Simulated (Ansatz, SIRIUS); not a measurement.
Given: the input of a run of Ansatz 0.2.0 on Al. The given cell was strained at random by a few per cent at fixed volume. This isn't the form of Al at room conditions, which is fcc.

The input input.yaml:

```yaml
crystal:
  lattice:
    - [-1.69895, 1.564306, 1.600798]
    - [1.630953, -1.582909, 1.551404]
    - [1.660366, 1.544325, -1.619401]
  atoms:
    - { symbol: Al, position: [-0.000693, 0.012387, 0.005849] }
hamiltonian:
  xc: pbesol
  pseudopotentials: { kind: paw }
kpoints:
  mp_grid: { grid: [12, 12, 12] }
scf:
  occupations: { method: fermi_dirac, width: 0.05 }
output:
  forces: true
  stress: true
  eigenvalues: true
```

Potentials or basis: Ansatz PAW.

Command:

```console
$ ansatz run input.yaml --threads 1 --pin off --max-ram 3584MiB --backend cpu --events-out ev --progress --plain --runs-dir out
```

Question: Translate it to SIRIUS 7.12.0. Potentials or basis there: PseudoDojo 0.4.1 PBEsol standard (scalar relativistic), cutoff 557 eV.

Answer: As run (cutoffs and basis follow the program's own potentials, and thresholds, step limits or extra output files can differ):

File sirius.json:

```json
{
  "control": {
    "processing_unit": "cpu",
    "verbosity": 2,
    "num_bands_to_print": 7,
    "print_forces": true,
    "print_stress": true
  },
  "parameters": {
    "electronic_structure_method": "pseudopotential",
    "xc_functionals": ["XC_GGA_X_PBE_SOL", "XC_GGA_C_PBE_SOL"],
    "gk_cutoff": 6.4,
    "pw_cutoff": 12.8,
    "ngridk": [12, 12, 12],
    "shiftk": [0, 0, 0],
    "smearing": "fermi_dirac",
    "smearing_width": 0.0018374661,
    "num_bands": 7,
    "num_mag_dims": 0,
    "num_dft_iter": 100,
    "energy_tol": 1e-08,
    "density_tol": 1e-06
  },
  "iterative_solver": {
    "type": "davidson",
    "min_tolerance": 1e-10
  },
  "mixer": {
    "type": "anderson",
    "beta": 0.7,
    "max_history": 8
  },
  "settings": {
    "tol_ne": 1e-10,
    "pseudo_grid_cutoff": 6.5
  },
  "unit_cell": {
    "lattice_vectors": [
      [-0.604610891618, 0.556694691088, 0.569681218447],
      [0.580412576896, -0.563315001525, 0.552103214162],
      [0.590879877379, 0.549583987285, -0.576301528884]
    ],
    "lattice_vectors_scale": 5.3101097647,
    "atom_coordinate_units": "lattice",
    "atom_types": ["Al"],
    "atom_files": {
      "Al": "Al.json"
    },
    "atoms": {
      "Al": [
        [-0.000693, 0.012387, 0.005849]
      ]
    }
  }
}
```

Potentials or basis: PseudoDojo 0.4.1 PBEsol standard (scalar relativistic).

Run with:

```console
$ upf_to_json Al.upf
$ OMP_NUM_THREADS=1 sirius.scf --input=sirius.json --output=out.json --task=0
```

Both were run:

|  | Ansatz | SIRIUS |
| --- | --- | --- |
| Pressure | 2.4 GPa | 2.2 GPa |
| Energy over the undisturbed cell | 1.5 meV/atom | 1.5 meV/atom |

Ansatz's pressure holds a Pulay term of +0.05 GPa for its cutoff of 420 eV, which the other run lacks.

Ansatz's potentials were made for PBE.

Where Ansatz's input types no cutoff or centring, it takes its own default and a Γ-centred mesh.

Pressure is positive in compression.
